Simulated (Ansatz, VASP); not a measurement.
One calculation of Rh, two programs

```
Rh
1.0
     0.00000    1.89785    1.89785
     1.89785    0.00000    1.89785
     1.89785    1.89785    0.00000
Rh
1
Cartesian
  0.0000 0.0000 0.0000
```

Alike in both runs: task single point; functional PBE; k mesh 8 × 8 × 8; occupations fermi-dirac, width 0.1 eV; no spin polarisation.

|  | VASP | Ansatz |
| --- | --- | --- |
| version | VASP 6.6.1 | Ansatz 0.2.0 |
| potentials or method | VASP PAW PBE potentials, release 64 (Rh_pv) | plane waves, PAW |
| plane-wave cutoff (eV) | 520 | 422 |
| valence electrons in the cell | 15 | 17 |

VASP gave:

- pressure (GPa): 8.8

Q: What did Ansatz give for the same quantities?

A: Pressure (GPa): 8.7.

The two sets of potentials don't hold the same shells in valence.
